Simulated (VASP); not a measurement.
**AlN: relaxation of shape and atoms at fixed volume with PBE+D3(BJ)**

**Experimental background.**

“Self-assembly of well-separated AlN nanowires directly on sputtered metallic TiN films”, 2019, arxiv:1910.07391 quotes, for a bulk crystal of AlN at 10 K: band gap 6.034 eV (an exciton energy, a little under the gap).

The system is AlN.

```
Al N
1.0
     3.10726    0.00000    0.00000
    -1.55363    2.69096    0.00000
     0.00000    0.00000    4.97575
Al N
2 2
Direct
  0.33333 0.66667 0.99906
  0.66667 0.33333 0.49906
  0.33333 0.66667 0.38094
  0.66667 0.33333 0.88094
```

| Quantity | Value |
| --- | --- |
| Program | VASP 6.6.1 |
| Task | relaxation of shape and atoms at fixed volume |
| Functional | PBE |
| Dispersion | D3(BJ) |
| Potentials or basis | VASP PAW PBE potentials, release 64 (Al, N) |
| Cutoff | 600 eV |
| k mesh | 12 × 12 × 6 |
| Occupations | gaussian, width 0.03 eV |
| Spin | no spin polarisation |
| Further INCAR settings | ALGO = Normal; EDIFF = 1e-07; IBRION = 2; EDIFFG = -0.01; NSW = 40; ISIF = 4 |

The pressure after relaxing is 0.0 GPa, the band gap on the k mesh is 4.24 eV, direct and the dispersion energy per atom is -0.270 eV.

Final structure:
```
Al N
1.0
     3.10726    0.00000    0.00000
    -1.55363    2.69096    0.00000
     0.00000    0.00000    4.97575
Al N
2 2
Direct
  0.33333 0.66667 0.99906
  0.66667 0.33333 0.49906
  0.33333 0.66667 0.38094
  0.66667 0.33333 0.88094
```

Levels at points of the mesh, in eV from the valence-band top:
```
           k point  band 6  band 7  band 8  band 9  band 10  band 11
(0.00, 0.00, 0.00)   -0.22   -0.22    0.00    4.24     6.69    10.64
(0.50, 0.00, 0.00)   -2.10   -1.78   -0.70    5.81     5.83     8.21
(0.00, 0.00, 0.50)   -0.56   -0.56   -0.56    6.50     6.50    10.35
(0.50, 0.00, 0.50)   -1.48   -1.37   -1.37    5.32     5.32     9.28
```

Wall time 37 s on 1 thread of Intel(R) Xeon(R) Platinum 8259CL CPU @ 2.50GHz (Skylake/Cascade Lake), with other jobs on the host, peak memory 0.21 GiB.

Measured gap of AlN: 6.034 eV (an exciton energy, a little under the gap; 10 K; quoted in “Self-assembly of well-separated AlN nanowires directly on sputtered metallic TiN films”, 2019, arxiv:1910.07391). This calculation gives 4.24 eV (-1.79 eV). 2 values of this kind are on record (6.034 to 6.0343 eV); this one was drawn at random. The value is that of PBE+D3(BJ) on a finite k mesh, which can miss the band edges, without temperature or zero-point motion. Semilocal functionals fall short of measured gaps as a rule.

Caveat: the relaxation stopped at its first step, so nothing moved.
